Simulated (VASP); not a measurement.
Input of a VASP 6.6.1 run:

Contents of INCAR:

```
ALGO = Normal
EDIFF = 1E-7
EDIFFG = -0.01
ENCUT = 600
IBRION = 2
ISIF = 2
ISMEAR = 0
LASPH = True
LCHARG = False
LREAL = False
LWAVE = False
NELM = 80
NSW = 40
PREC = Accurate
SIGMA = 0.03
```

The input KPOINTS:

```
k-points
0
Gamma
  8 8 8
```

POSCAR

```
SnSe                                    
1.0
    3.5542658863      0.0000000000      0.0000000000
    0.0000000000      3.5542658863      0.0000000000
    0.0000000000      0.0000000000      3.5542658863
  Sn              Se            
     1     1
Direct
     0.5000000000000000    0.5000000000000000    0.5000000000000000
     0.0000000000000000    0.0000000000000000    0.0000000000000000
```

Potentials or basis: VASP PAW LDA potentials, release 64 (Sn_d, Se).

Launch:

```bash
$ cat potpaw_LDA.64/Sn_d/POTCAR potpaw_LDA.64/Se/POTCAR > POTCAR
$ mpirun -np 1 vasp_std > vasp.out
```

(1) Estimate the band gap on the k mesh.

Answers

(1) none (metal or under the smearing width).

Caveat: the relaxation stopped at its first step, so nothing moved.
